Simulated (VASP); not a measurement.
# Sc (I4/mmm) in VASP: a series of runs

The runs below take Sc through single point, with r2SCAN+rVV10+U.

Program: VASP 6.6.1. These are calculated values, not measurements. Logs are shortened: lines on timing, memory, paths and dates and some standing lists are left out, and cuts for length are marked.

## (1) The structure

Symmetry: I4/mmm, No. 139, tetragonal system. The conventional cell has a = 3.860 Å, b = 3.860 Å, c = 3.458 Å, α = 90.00°, β = 90.00°, γ = 90.00°. Around Sc (site symmetry 4/mmm) lie 10 Sc at 3.23 to 3.46 Å.

This isn't the form of Sc at room conditions, which is hcp.

## (2) Single point, r2SCAN+rVV10+U

The input, POSCAR:

```
Sc
1.0
   -1.9299025810      1.9299025810      1.7289781858
    1.9299025810     -1.9299025810      1.7289781858
    1.9299025810      1.9299025810     -1.7289781858
Sc
1
Direct
    0.0000000000      0.0000000000      0.0000000000
```

The input, INCAR.step1:

```
SYSTEM = Sc
PREC     = Accurate       ! precision mode
ENCUT    = 520            ! plane-wave cutoff, eV
ISMEAR   = -1             ! smearing method
SIGMA    = 0.1            ! smearing width, eV
LREAL    = .FALSE.        ! projectors in reciprocal space
LASPH    = .TRUE.         ! aspherical terms in the spheres
NELM     = 150            ! most SCF steps
LMAXMIX  = 4              ! l up to which the mixer works
LDAU     = .TRUE.         ! DFT+U
LDAUTYPE = 2            
LDAUL    = 2              ! shell
LDAUU    = 8              ! U, eV
LDAUJ    = 0            
NBANDS   = 12             ! bands
GGA      = PE             ! functional
ALGO     = Normal         ! electronic algorithm
EDIFF    = 1E-4           ! SCF threshold, eV
LWAVE    = .TRUE.         ! write WAVECAR
LCHARG   = .FALSE.        ! write CHGCAR
```

The input, INCAR.step2:

```
SYSTEM = Sc
PREC     = Accurate       ! precision mode
ENCUT    = 520            ! plane-wave cutoff, eV
EDIFF    = 1E-6           ! SCF threshold, eV
ISMEAR   = -1             ! smearing method
SIGMA    = 0.1            ! smearing width, eV
LREAL    = .FALSE.        ! projectors in reciprocal space
LASPH    = .TRUE.         ! aspherical terms in the spheres
NELM     = 150            ! most SCF steps
ALGO     = Normal         ! electronic algorithm
ISIF     = 2              ! what is computed and relaxed
LWAVE    = .FALSE.        ! write WAVECAR
LCHARG   = .TRUE.         ! write CHGCAR
LMAXMIX  = 4              ! l up to which the mixer works
LDAU     = .TRUE.         ! DFT+U
LDAUTYPE = 2            
LDAUL    = 2              ! shell
LDAUU    = 8              ! U, eV
LDAUJ    = 0            
LDAUPRINT= 1            
METAGGA  = R2SCAN         ! meta-GGA
LMIXTAU  = .TRUE.       
LUSE_VDW = .TRUE.       
IVDW_NL  = 2            
BPARAM   = 11.95        
CPARAM   = 0.0093       
LELF     = .TRUE.         ! ELF
LVHAR    = .TRUE.       
NBANDS   = 12             ! bands
ISTART   = 1
```

The input, KPOINTS:

```
Automatic mesh
0
G
  10 10 10
  0 0 0
```

Potentials or basis: VASP PAW PBE potentials, release 64 (Sc_sv).

Launch:

```sh
$ cat potpaw_PBE.64/Sc_sv/POTCAR > POTCAR
$ cp INCAR.step1 INCAR
$ mpirun -np 1 vasp_std > vasp.out
$ cp INCAR.step2 INCAR
$ mpirun -np 1 vasp_std > vasp.out
```

OUTCAR:

```text
SYSTEM = Sc
   PREC = Accurate
   ENCUT = 520
   EDIFF = 1E-6
   ISMEAR = -1
   LREAL = .FALSE.
   LASPH = .TRUE.
   NELM = 150
   ISIF = 2
   METAGGA = R2SCAN
   IVDW_NL = 2
   BPARAM = 11.95
   ISTART = 1

 ion  position               nearest neighbor table
   1  0.000  0.000  0.000-

  LATTYP: Found a body centered tetragonal cell.
 ALAT       =     3.8598051620
 C/A-ratio  =     0.8958888406

  Lattice vectors:

 A1 = (  -1.9299025810,   1.9299025810,   1.7289781858)
 A2 = (   1.9299025810,  -1.9299025810,   1.7289781858)
 A3 = (   1.9299025810,   1.9299025810,  -1.7289781858)

Analysis of symmetry for initial positions (statically):
=====================================================================
 Subroutine PRICEL returns:
 Original cell was already a primitive cell.

 Routine SETGRP: Setting up the symmetry group for a
 body centered tetragonal supercell.

 Subroutine GETGRP returns: Found 16 space group operations
 (whereof 16 operations were pure point group operations)
 out of a pool of 16 trial point group operations.

The static configuration has the point symmetry D_4h.

Analysis of symmetry for dynamics (positions and initial velocities):
=====================================================================
 Subroutine PRICEL returns:
 Original cell was already a primitive cell.

 Routine SETGRP: Setting up the symmetry group for a
 body centered tetragonal supercell.

 Subroutine GETGRP returns: Found 16 space group operations
 (whereof 16 operations were pure point group operations)
 out of a pool of 16 trial point group operations.

The dynamic configuration has the point symmetry D_4h.

 Subroutine INISYM returns: Found 16 space group operations
 (whereof 16 operations are pure point group operations),
 and found     1 'primitive' translations

----------------------------------------------------------------------------------------

                                     Primitive cell

  volume of cell :      25.7585

  direct lattice vectors                    reciprocal lattice vectors
    -1.929902581  1.929902581  1.728978186     0.000000000  0.259080435  0.289188148
     1.929902581 -1.929902581  1.728978186     0.259080435  0.000000000  0.289188148
     1.929902581  1.929902581 -1.728978186     0.259080435  0.259080435  0.000000000

  length of vectors
     3.230853372  3.230853372  3.230853372     0.388268537  0.388268537  0.366395065

  position of ions in fractional coordinates (direct lattice)
     0.000000000  0.000000000  0.000000000

  ion indices of the primitive-cell ions
   primitive index   ion index
                 1           1

----------------------------------------------------------------------------------------

 KPOINTS: Automatic mesh

Automatic generation of k-mesh.
 Grid dimensions read from file:
 generate k-points for:   10   10   10

 Generating k-lattice:

  Cartesian coordinates                     Fractional coordinates (reciprocal lattice)
     0.000000000  0.025908043  0.028918815     0.100000000  0.000000000  0.000000000
     0.025908043  0.000000000  0.028918815     0.000000000  0.100000000  0.000000000
     0.025908043  0.025908043  0.000000000     0.000000000  0.000000000  0.100000000

  Length of vectors
     0.038826854  0.038826854  0.036639506

  Shift w.r.t. Gamma in fractional coordinates (k-lattice)
     0.000000000  0.000000000  0.000000000

 Subroutine IBZKPT returns following result:
 ===========================================

 Found    102 irreducible k-points:

 Following reciprocal coordinates:
            Coordinates               Weight
  0.000000  0.000000  0.000000      1.000000
  0.100000 -0.000000  0.000000      8.000000
  0.200000 -0.000000  0.000000      8.000000
  0.300000  0.000000  0.000000      8.000000
  0.400000 -0.000000  0.000000      8.000000
  0.500000 -0.000000  0.000000      4.000000
[... 16 lines left out ...]
  0.300000  0.300000  0.000000      8.000000
  0.400000  0.300000  0.000000     16.000000
 [... further k-points ...]
   k-points           NKPTS =    102   k-points in BZ     NKDIM =    102   number of bands    NBANDS=     12
   number of dos      NEDOS =    301   number of ions     NIONS =      1
   total plane-waves  NPLWV =  13824
   dimension x,y,z NGX =    24 NGY =   24 NGZ =   24
   dimension x,y,z NGXF=    48 NGYF=   48 NGZF=   48
   ions per type =               1
   NGX,Y,Z   is equivalent  to a cutoff of  12.35, 12.35, 12.35 a.u.
   NGXF,Y,Z  is equivalent  to a cutoff of  24.70, 24.70, 24.70 a.u.
 SYSTEM =  Sc
   PREC   = accura    normal or accurate (medium, high low for compatibility)
   ISTART =      1    job   : 0-new  1-cont  2-samecut
   ICHARG =      0    charge: 1-file 2-atom 10-const
   ISPIN  =      1    spin polarized calculation?
   LNONCOLLINEAR =      F non collinear calculations
   LSORBIT =      F    spin-orbit coupling
   LASPH  =      T    aspherical Exc in radial PAW
[... 54 lines left out ...]
 -0.0000  0.0000  0.0000  0.0350 -0.0000
 -0.0000 -0.0000  0.0000 -0.0000  0.0660

spin component  2

  0.0347  0.0000  0.0000 -0.0000 -0.0000
  0.0000  0.0350  0.0000  0.0000 -0.0000
  0.0000  0.0000  0.0824  0.0000  0.0000
 -0.0000  0.0000  0.0000  0.0350 -0.0000
 -0.0000 -0.0000  0.0000 -0.0000  0.0660

 occupancies and eigenvectors

  o =  0.0347  v =  1.0000  0.0000  0.0000  0.0000  0.0000  0.0000  0.0000  0.0000  0.0000  0.0000      0.0000  0.0000  0.0000  0.0000  0.0000  0.0000  0.0000  0.0000  0.0000  0.0000
  o =  0.0347  v =  0.0000  0.0000  0.0000  0.0000  0.0000  1.0000  0.0000  0.0000  0.0000  0.0000      0.0000  0.0000  0.0000  0.0000  0.0000  0.0000  0.0000  0.0000  0.0000  0.0000
  o =  0.0350  v =  0.0000 -0.0383  0.0000  0.9993 -0.0000  0.0000  0.0000  0.0000  0.0000  0.0000      0.0000  0.0000  0.0000  0.0000  0.0000  0.0000  0.0000  0.0000  0.0000  0.0000
  o =  0.0350  v =  0.0000  0.0000  0.0000  0.0000  0.0000  0.0000 -0.0383  0.0000  0.9993 -0.0000      0.0000  0.0000  0.0000  0.0000  0.0000  0.0000  0.0000  0.0000  0.0000  0.0000
  o =  0.0350  v =  0.0000  0.0000  0.0000  0.0000  0.0000  0.0000  0.9993  0.0000  0.0383  0.0000      0.0000  0.0000  0.0000  0.0000  0.0000  0.0000  0.0000  0.0000  0.0000  0.0000
  o =  0.0350  v =  0.0000  0.9993  0.0000  0.0383  0.0000  0.0000  0.0000  0.0000  0.0000  0.0000      0.0000  0.0000  0.0000  0.0000  0.0000  0.0000  0.0000  0.0000  0.0000  0.0000
  o =  0.0660  v =  0.0000  0.0000  0.0000  0.0000  0.0000  0.0000  0.0000  0.0000 -0.0000 -1.0000      0.0000  0.0000  0.0000  0.0000  0.0000  0.0000  0.0000  0.0000  0.0000  0.0000
  o =  0.0660  v =  0.0000  0.0000  0.0000 -0.0000 -1.0000  0.0000  0.0000  0.0000  0.0000  0.0000      0.0000  0.0000  0.0000  0.0000  0.0000  0.0000  0.0000  0.0000  0.0000  0.0000
  o =  0.0824  v =  0.0000  0.0000  0.0000  0.0000  0.0000  0.0000 -0.0000 -1.0000  0.0000 -0.0000      0.0000  0.0000  0.0000  0.0000  0.0000  0.0000  0.0000  0.0000  0.0000  0.0000
  o =  0.0824  v =  0.0000 -0.0000 -1.0000  0.0000 -0.0000  0.0000  0.0000  0.0000  0.0000  0.0000      0.0000  0.0000  0.0000  0.0000  0.0000  0.0000  0.0000  0.0000  0.0000  0.0000

 number of electron      11.0000004 magnetization

 Free energy of the ion-electron system (eV)
  ---------------------------------------------------
  ext. energy  EPLUGINS =         0.00000000
  ---------------------------------------------------
  free energy    TOTEN  =        -8.48095326 eV

  energy without entropy =       -8.44875632  energy(sigma->0) =       -8.46485479

 E-fermi :   4.6606     XC(G=0): -10.5971

 val. band max:        4.6360600791   @ k =  -0.2000  -0.4000   0.2000
 cond. band min:       4.6771458147   @ k =   0.3000   0.2000   0.0000
 fundamental gap:      0.0410857356
 Fermi energy:         4.6606099471

 k-point     1 :       0.0000    0.0000    0.0000
  band No.  band energies     occupation
      1     -49.5096      2.00000
      2     -26.8874      2.00000
      3     -26.8874      2.00000
      4     -26.8364      2.00000
      5      -2.0406      2.00000
      6       6.9732      0.00000
      7       7.7995      0.00000
      8       7.7995      0.00000
      9       8.0852      0.00000
     10       9.0714      0.00000
     11      17.4153      0.00000
     12      17.4153      0.00000

 k-point     2 :       0.1000   -0.0000    0.0000
  band No.  band energies     occupation
      1     -49.5046      2.00000
      2     -26.9059      2.00000
      3     -26.8977      2.00000
      4     -26.8515      2.00000
      5      -1.7619      2.00000
      6       6.9654      0.00000
      7       7.5990      0.00000
      8       7.7911      0.00000
      9       8.1380      0.00000
     10       8.9245      0.00000
     11      17.5267      0.00000
     12      17.7924      0.00000
[... 316 lines left out ...]
 k-point    24 :       0.4000    0.3000    0.0000
  band No.  band energies     occupation
      1     -49.4541      2.00000
      2     -27.1236      2.00000
      3     -27.0475      2.00000
      4     -26.9112      2.00000
      5       3.3345      2.00000
      6       4.3359      1.92514
      7       5.1159      0.02085
      8       8.6968      0.00000
      9       8.8384      0.00000
     10      11.0531      0.00000
     11      11.3854      0.00000
     12      12.6314      0.00000

 [... further k-points ...]
[... 5 lines left out ...]
  --------------------------------------------------------------------------------------
  -------------------------------------------------------------------------------------
  Total        1.2099855      1.2099855      2.4435211      0.0000000      0.0000000      0.0000000
  in kB       75.2610850     75.2610850    151.9869839      0.0000000      0.0000000      0.0000000
  external PRESSURE =     100.8363846 kB  Pullay stress =       0.0000000 kB

 VOLUME and BASIS-vectors are now :
 -----------------------------------------------------------------------------
  energy-cutoff  :      520.00
  volume of cell :       25.76
      direct lattice vectors                 reciprocal lattice vectors
    -1.929902581  1.929902581  1.728978186     0.000000000  0.259080435  0.289188148
     1.929902581 -1.929902581  1.728978186     0.259080435  0.000000000  0.289188148
     1.929902581  1.929902581 -1.728978186     0.259080435  0.259080435  0.000000000

 POSITION                                       TOTAL-FORCE (eV/Angst)
 -----------------------------------------------------------------------------------
      0.00000      0.00000      0.00000        -0.000000      0.000000     -0.000000
 -----------------------------------------------------------------------------------
    total drift:                               -0.000000      0.000000      0.000000

  FREE ENERGIE OF THE ION-ELECTRON SYSTEM (eV)
  ---------------------------------------------------
  free  energy   TOTEN  =        -8.4809532634 eV

  energy  without entropy=       -8.4487563250  energy(sigma->0) =       -8.46485479
```

Run time: 60 s. Hardware: 1 thread of AMD EPYC 9R45 (Zen 5), shared host; peak memory 0.2 GiB.

Results:

- Free energy: -8.4810 eV
- Pressure: 10.1 GPa
- Band gap on the k mesh: none (metal or under the smearing width)

Levels at points of the mesh, in eV from the Fermi level:
| k point | band 1 | band 2 | band 3 | band 4 | band 5 | band 6 | band 7 | band 8 | band 9 | band 10 |
| --- | --- | --- | --- | --- | --- | --- | --- | --- | --- | --- |
| (0.00, 0.00, 0.00) | -54.17 | -31.55 | -31.55 | -31.50 | -6.70 | 2.31 | 3.14 | 3.14 | 3.42 | 4.41 |
| (0.50, 0.00, 0.00) | -54.12 | -31.84 | -31.66 | -31.54 | -1.86 | -0.77 | 1.09 | 3.99 | 4.74 | 5.69 |
| (0.50, 0.50, 0.00) | -54.12 | -31.87 | -31.58 | -31.53 | -2.19 | -1.35 | 2.06 | 3.35 | 4.18 | 5.67 |
| (0.50, 0.50, 0.50) | -54.09 | -31.79 | -31.79 | -31.67 | -1.00 | -0.71 | 4.04 | 4.04 | 5.38 | 5.38 |

Eigenvalues of the final occupation matrices:
| site | spin | trace | eigenvalues |
| --- | --- | --- | --- |
| site 1 d | 1 | 0.25 | 0.03 0.04 0.04 0.07 0.08 |
| site 1 d | 2 | 0.25 | 0.03 0.04 0.04 0.07 0.08 |

Caveat: the PAW data sets were made with another functional, which shifts forces and pressure a little; U without spin polarisation on a metal has little footing; the U is typed as a test and isn't derived for this compound.

## (3) Single point, r2SCAN+rVV10+U

This run uses another cell than the first one, of 26.26 Å³/atom, 1.020 times its volume.

The input, POSCAR:

```
Sc
1.0
   -1.9424347671      1.9424347671      1.7402056315
    1.9424347671     -1.9424347671      1.7402056315
    1.9424347671      1.9424347671     -1.7402056315
Sc
1
Direct
    0.0000000000      0.0000000000      0.0000000000
```

The input, INCAR.step1:

```
ALGO = Normal
EDIFF = 1E-4
ENCUT = 520
GGA = PE
ISMEAR = -1
LASPH = True
LCHARG = False
LDAU = True
LDAUJ = 0
LDAUL = 2
LDAUTYPE = 2
LDAUU = 8
LMAXMIX = 4
LREAL = False
LWAVE = True
NBANDS = 12
NELM = 150
PREC = Accurate
SIGMA = 0.1
```

The input, INCAR.step2:

```
ALGO = Normal
BPARAM = 11.95
CPARAM = 0.0093
EDIFF = 1E-6
ENCUT = 520
ISIF = 2
ISMEAR = -1
ISTART = 1
IVDW_NL = 2
LASPH = True
LCHARG = False
LDAU = True
LDAUJ = 0
LDAUL = 2
LDAUPRINT = 1
LDAUTYPE = 2
LDAUU = 8
LMAXMIX = 4
LMIXTAU = True
LREAL = False
LUSE_VDW = True
LWAVE = False
METAGGA = R2SCAN
NBANDS = 12
NELM = 150
PREC = Accurate
SIGMA = 0.1
```

The input, KPOINTS:

```
k-points
0
Gamma
  10 10 10
```

Potentials or basis: VASP PAW PBE potentials, release 64 (Sc_sv).

Launch:

```sh
$ cat potpaw_PBE.64/Sc_sv/POTCAR > POTCAR
$ cp INCAR.step1 INCAR
$ mpirun -np 1 vasp_std > vasp.out
$ cp INCAR.step2 INCAR
$ mpirun -np 1 vasp_std > vasp.out
```

It took 59 s on 1 thread of AMD EPYC 9R45 (Zen 5), shared host; peak memory 0.2 GiB.

The run converged. Its results:

```yaml
Free_energy: -8.5100 eV
Pressure: 8.3 GPa
Band_gap_on_the_k_mesh: none (metal or under the smearing width)
```

Stress tensor (GPa, compression positive):
```
 5.94  0.00  0.00
 0.00  5.94  0.00
 0.00  0.00 13.15
```

Levels at points of the mesh, in eV from the Fermi level:
```tsv
k point	band 2	band 3	band 4	band 5	band 6	band 7	band 8	band 9
(0.00, 0.00, 0.00)	-31.62	-31.62	-31.57	-6.65	2.28	3.09	3.09	3.38
(0.50, 0.00, 0.00)	-31.90	-31.73	-31.62	-1.84	-0.80	1.08	3.92	4.66
(0.50, 0.50, 0.00)	-31.92	-31.65	-31.61	-2.18	-1.37	2.03	3.30	4.11
(0.50, 0.50, 0.50)	-31.85	-31.85	-31.74	-0.95	-0.67	3.94	3.94	5.29
```

Eigenvalues of the final occupation matrices:
```
    site  spin  trace               eigenvalues
site 1 d     1   0.25  0.03 0.03 0.03 0.06 0.08
site 1 d     2   0.25  0.03 0.03 0.03 0.06 0.08
```

Caveat: the PAW data sets were made with another functional, which shifts forces and pressure a little; U without spin polarisation on a metal has little footing; the U is typed as a test and isn't derived for this compound.

## (4) Single point, r2SCAN+rVV10+U

This run uses another cell than the first one, of 26.77 Å³/atom, 1.039 times its volume.

The input, POSCAR:

```
Sc
1.0
   -1.9548072966      1.9548072966      1.7512900426
    1.9548072966     -1.9548072966      1.7512900426
    1.9548072966      1.9548072966     -1.7512900426
Sc
1
Direct
    0.0000000000      0.0000000000      0.0000000000
```

The input, INCAR.step1:

```
SYSTEM = Sc
ALGO = Normal
EDIFF = 1E-4
ENCUT = 520
GGA = PE
ISMEAR = -1
LASPH = .TRUE.
LCHARG = .FALSE.
LDAU = .TRUE.
LDAUJ = 0
LDAUL = 2
LDAUTYPE = 2
LDAUU = 8
LMAXMIX = 4
LREAL = .FALSE.
LWAVE = .TRUE.
NBANDS = 12
NELM = 150
PREC = Accurate
SIGMA = 0.1
```

The input, INCAR.step2:

```
SYSTEM = Sc
ALGO = Normal
BPARAM = 11.95
CPARAM = 0.0093
EDIFF = 1E-6
ENCUT = 520
ISIF = 2
ISMEAR = -1
ISTART = 1
IVDW_NL = 2
LASPH = .TRUE.
LCHARG = .FALSE.
LDAU = .TRUE.
LDAUJ = 0
LDAUL = 2
LDAUPRINT = 1
LDAUTYPE = 2
LDAUU = 8
LMAXMIX = 4
LMIXTAU = .TRUE.
LREAL = .FALSE.
LUSE_VDW = .TRUE.
LWAVE = .FALSE.
METAGGA = R2SCAN
NBANDS = 12
NELM = 150
PREC = Accurate
SIGMA = 0.1
```

The input, KPOINTS:

```
k-points
0
G
  10 10 10
  0 0 0
```

Launch:

```sh
$ cat potpaw_PBE.64/Sc_sv/POTCAR > POTCAR
$ cp INCAR.step1 INCAR
$ mpirun -np 1 vasp_std > vasp.out
$ cp INCAR.step2 INCAR
$ mpirun -np 1 vasp_std > vasp.out
```

It took 58 s on 1 thread of AMD EPYC 9R45 (Zen 5), shared host; peak memory 0.2 GiB.

The run converged. Its results:

| Property | Result |
| --- | --- |
| Free energy | -8.5338 eV |
| Pressure | 6.7 GPa |
| Band gap on the k mesh | none (metal or under the smearing width) |

Stress tensor (GPa, compression positive):
```
 4.49  0.00  0.00
 0.00  4.49  0.00
 0.00  0.00 11.26
```

Levels at points of the mesh, in eV from the Fermi level:
| k point | band 1 | band 2 | band 3 | band 4 | band 5 | band 6 | band 7 | band 8 | band 9 | band 10 |
| --- | --- | --- | --- | --- | --- | --- | --- | --- | --- | --- |
| (0.00, 0.00, 0.00) | -54.31 | -31.70 | -31.70 | -31.65 | -6.61 | 2.24 | 3.04 | 3.04 | 3.33 | 4.27 |
| (0.50, 0.00, 0.00) | -54.26 | -31.95 | -31.79 | -31.69 | -1.82 | -0.82 | 1.07 | 3.85 | 4.58 | 5.48 |
| (0.50, 0.50, 0.00) | -54.27 | -31.98 | -31.72 | -31.69 | -2.17 | -1.38 | 2.01 | 3.25 | 4.04 | 5.46 |
| (0.50, 0.50, 0.50) | -54.24 | -31.91 | -31.91 | -31.80 | -0.91 | -0.64 | 3.84 | 3.84 | 5.19 | 5.19 |

Eigenvalues of the final occupation matrices:
```
    site  spin  trace               eigenvalues
site 1 d     1   0.24  0.03 0.03 0.03 0.06 0.08
site 1 d     2   0.24  0.03 0.03 0.03 0.06 0.08
```

Caveat: the PAW data sets were made with another functional, which shifts forces and pressure a little; U without spin polarisation on a metal has little footing; the U is typed as a test and isn't derived for this compound.

## (5) Overview

| cell | gap on the mesh (eV) | pressure (GPa) |
| --- | --- | --- |
| I4/mmm, 25.76 Å³/atom | none | 10.1 |
| I4/mmm, 26.26 Å³/atom | none | 8.3 |
| I4/mmm, 26.77 Å³/atom | none | 6.7 |

Alike in all rows: task single point; level r2SCAN+rVV10+U; potentials or basis VASP PAW PBE potentials, release 64 (Sc_sv); no spin polarisation; Sc d U = 8.0 eV; k mesh 10 × 10 × 10; cutoff (eV) 520; smearing fermi-dirac 0.1 eV.

Every run on the cell as given and a fine mesh finds a metal.

Caveats: the PAW data sets were made with another functional, which shifts forces and pressure a little; U without spin polarisation on a metal has little footing; the U is typed as a test and isn't derived for this compound.

Total energies depend on the potentials used, so only differences within one code and one set of settings carry meaning.
